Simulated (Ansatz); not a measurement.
A generator proposed this cell of GaP.

```
Ga P
1.0
     3.78124    0.00000    0.00000
    -1.89062    3.27465    0.00000
     0.00000    0.00000    5.07087
Ga P
2 2
Direct
  0.00000 0.00000 0.00000
  0.00000 0.00000 0.50000
  0.33333 0.66667 0.25000
  0.66667 0.33333 0.75000
```

Method: Ansatz 0.2.0, DFT PBE, scalar-relativistic, plane waves, PAW. Settings: cutoff 420 eV, Γ-centred mesh 6×6×4 on the computed 4-atom cell, Gaussian smearing of 0.10 eV; no spin polarisation.

Formation energies are uncorrected and refer to the elements' standard structures at the same level. The references include black phosphorus.

Q: What does a single point on this coarse mesh give?

A: The pressure is 14.2 GPa (the mean over three directions, positive in compression), the largest force is 0.00 eV/Å (symmetry fixes the atoms), and the energy is +0.25 eV/atom against the elements. The shortest distance is 2.52 Å.

Q: How much does it gain on relaxing, and where does it end?

A: Relaxing gains about 0.24 eV/atom (the start's value is from the coarse mesh, so the gain is rough) in 15 ionic steps and ends at +0.01 eV/atom on the finer mesh. The symmetry stays P6_3/mmc (No. 194). The end has the nickel arsenide type. The volume per atom grows by 10.5 %, from 15.7 to 17.4 Å³. The shortest distance goes from 2.52 Å (Ga–P) to 2.59 Å (Ga–P). The ratio c/a of the conventional cell changes by a factor of 1.26. Conventional cell: a = 3.619 Å, c = 6.120 Å. Around Ga lie 6 P at 2.59 Å and 2 Ga at 3.06 Å; P is surrounded by 6 Ga at 2.59 Å.

The last run used a 15×15×8 mesh (in the run's order of axes) for its 4-atom cell and Gaussian smearing of 0.10 eV. For metals, differences of a few meV/atom aren't resolved. The reference form of P is held partly by dispersion forces, which this level lacks. The relaxation can't lower the symmetry of the start. A structure relaxed within its symmetry needn't be a true minimum.
